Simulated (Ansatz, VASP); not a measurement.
## Two plane-wave programs on CdTe

Contents of INCAR:

```
PREC = Accurate
ENCUT = 600
EDIFF = 1E-6
ISMEAR = 0
SIGMA = 0.02
LREAL = False
LASPH = True
NELM = 60
ALGO = Normal
ISIF = 3
LWAVE = False
LCHARG = False
GGA = PE
IBRION = 2
NSW = 100
EDIFFG = -0.005
```

The input KPOINTS:

```
regular mesh
0
Gamma
  8 8 8
```

POSCAR

```
CdTe
1.0
    0.0000000000      3.2821135562      3.2821135562
    3.2821135562      0.0000000000      3.2821135562
    3.2821135562      3.2821135562      0.0000000000
Cd Te
1 1
Direct
    0.0000000000      0.0000000000      0.0000000000
    0.2500000000      0.2500000000      0.2500000000
```

Input for Ansatz:

```yaml
crystal:
  lattice:
    - [0.0, 3.2821135562, 3.2821135562]
    - [3.2821135562, 0.0, 3.2821135562]
    - [3.2821135562, 3.2821135562, 0.0]
  atoms:
    - { symbol: Cd, position: [0.0, 0.0, 0.0] }
    - { symbol: Te, position: [0.25, 0.25, 0.25] }
basis:
  ecutwfc: 420
kpoints:
  mp_grid: { grid: [8, 8, 8] }
hamiltonian:
  xc: pbe
scf:
  occupations: { method: gaussian, width: 0.02 }
output:
  forces: true
  stress: true
  eigenvalues: true
  write_density: true
  write_potential: true
  elf: true
  volumetric_format: npy
relax:
  adjacent_minimum: "off"
  f_tol: 0.005
  max_steps: 80
  cell: { stress_tol: 0.05 }
```

The cell is a database's computed one.

Alike in both runs: task relaxation of cell and atoms; functional PBE; k mesh 8 × 8 × 8; occupations gaussian, width 0.02 eV; no spin polarisation.

|  | VASP | Ansatz |
| --- | --- | --- |
| version | VASP 6.6.1 | Ansatz 0.2.0 |
| potentials or method | VASP PAW PBE potentials, release 64 (Cd, Te) | scalar-relativistic, plane waves, PAW |
| plane-wave cutoff (eV) | 600 | 420 |
| valence electrons in the cell | 18 | 36 |

|  | VASP | Ansatz | Ansatz less VASP |
| --- | --- | --- | --- |
| gap on the k mesh at the Fermi level, each at its own relaxed structure (eV) | 0.58 | 0.58 | +0.007 |
| relaxed volume (Å³/atom) | 36.31 | 36.25 | -0.053 |
| relaxed cell length with the largest relative difference (Å) | 4.683 | 4.681 | -0.0023 |
| energy change over the relaxation (meV/atom) | -3 | -2 | +0.4 |

The two sets of potentials don't hold the same shells in valence.

Caveats: spin-orbit coupling is left out, which moves the levels of the heavy elements. Expect the measured gap to be larger: semilocal functionals such as PBE lack the derivative discontinuity.
